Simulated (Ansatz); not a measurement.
**GaAs (F-43m): equation of state and elastic constants**

One table from this session's results is given with a row withheld; the runs are named, their logs left out.

Method: DFT PBEsol, scalar-relativistic, plane waves, PAW, in Ansatz 0.2.0.

## The starting structure

Symmetry: F-43m, No. 216, cubic system. Conventional cell: a = 5.659 Å, b = 5.659 Å, c = 5.659 Å, α = 90.00°, β = 90.00°, γ = 90.00°. Around Ga (site symmetry -43m) lie 4 As at 2.45 Å. As (site symmetry -43m) is surrounded by 4 Ga at 2.45 Å.

Coordinates:

```xyz
2
Lattice="0.0000 2.8295 2.8295 2.8295 0.0000 2.8295 2.8295 2.8295 0.0000" Properties=species:S:1:pos:R:3 pbc="T T T"
Ga    0.0000    0.0000    0.0000
As    4.2443    4.2443    4.2443
```

An earlier run at PBEsol left this cell at 22.654 Å³/atom and 0.00 GPa (10×10×10 mesh).

Volume factors to run: 0.980, 1.020, 0.960, 1.040.

The first run:

Contents of input.yaml:

```yaml
crystal:
  lattice:
    - [0.0, 2.8105375005, 2.8105375005]
    - [2.8105375005, 0.0, 2.8105375005]
    - [2.8105375005, 2.8105375005, 0.0]
  atoms:
    - { symbol: Ga, position: [0.0, 0.0, 0.0] }
    - { symbol: As, position: [0.75, 0.75, 0.75] }
basis:
  ecutwfc: 420
  ecutrho_ratio: 4
kpoints:
  mp_grid: { grid: [10, 10, 10] }
hamiltonian:
  xc: pbesol
scf:
  occupations: { method: gaussian, width: 0.05 }
output:
  forces: true
  stress: true
  eigenvalues: true
```

Among the steps run: At 0.980 of the relaxed volume; At 1.020 of the relaxed volume; Volume × 0.960; Scaling the volume by 1.040.

One table of the session follows, with a row left open; its other results are not shown here.

| volume (Å³/atom) | energy (meV/atom) | pressure (GPa) | gap (eV) |
| --- | --- | --- | --- |
| 21.748 | 8.47 | 3.11 | 0.73 |
| 22.201 | ? | ? | ? |
| 22.654 | 0.00 | 0.00 | 0.42 |
| 23.107 | 1.89 | -1.31 | 0.28 |
| 23.560 | 7.28 | -2.48 | 0.13 |

Estimate the missing values for volume (Å³/atom) = 22.201.

Worked estimate for «energy (meV/atom)». A straight line through the neighbours (21.748, 8.47) and (22.654, 0.00) gives 8.47 + (0.00 − 8.47) × (22.201 − 21.748) / (22.654 − 21.748) = 4.24; a parabola fitted to 3 rows on both sides gives 2.19.

The run gave: energy (meV/atom): 2.03; pressure (GPa): 1.47; gap (eV): 0.57. In «energy (meV/atom)» the line misses by +2.21 and the parabola by +0.16.

volume (Å³/atom), energy (meV/atom) and a bar:
```
    21.75        8.5 ##############################
    22.20        2.0 #######
    22.65        0.0 
    23.11        1.9 #######
    23.56        7.3 ##########################
```
